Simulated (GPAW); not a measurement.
The system is Co.

```
CELL_PARAMETERS angstrom
2.47200 0.00000 0.00000
-1.23600 2.14081 0.00000
0.00000 0.00000 4.02114
ATOMIC_POSITIONS crystal
Co 0.66667 0.33333 0.75000
Co 0.33333 0.66667 0.25000
```

- Program: GPAW 26.7.0
- Task: relaxation of cell and atoms
- Functional: PBEsol
- Dispersion: D3
- Potentials or basis: PAW data sets generated in the run's folder for this functional
- Cutoff: 600 eV
- Basis: pw
- k mesh: 9 × 9 × 5
- Occupations: fermi-dirac, width 0.05 eV
- Spin: collinear spin, ferromagnetic start
- Starting moments: [2.0, 2.0] μB

At the start: pressure -11.8 GPa; volume 10.64 Å³/atom.

Task: How do energy, volume and symmetry change on relaxing?

Result: Over 6 steps the energy falls by 14.4 meV/atom and the volume is 10.14 Å³/atom (-4.7 %); space group P6_3/mmc (No. 194, to 0.05 Å); moment 3.03 μB per cell.

The path:
```
step  energy change (eV)  largest force (eV/Å)  pressure (GPa)  volume (Å³)
   1              0.0000                0.0001          -11.76        21.28
   2             -0.0186                0.0000           -7.97        20.93
   3             -0.0281                0.0000            0.61        20.24
   4             -0.0287                0.0000           -0.01        20.28
   5             -0.0288                0.0000           -0.05        20.29
   6             -0.0288                0.0000           -0.03        20.28
```

Final structure:
```
Co
1.0
     2.43564    0.00000    0.00000
    -1.21782    2.10932    0.00000
     0.00000    0.00000    3.94802
Co
2
Direct
  0.66667 0.33333 0.75000
  0.33333 0.66667 0.25000
```

Caveat: each step starts from the last one's moments, so a moment once lost doesn't come back; later steps reuse the first step's grids; pairwise dispersion overbinds metals, which lowers pressure and volume.
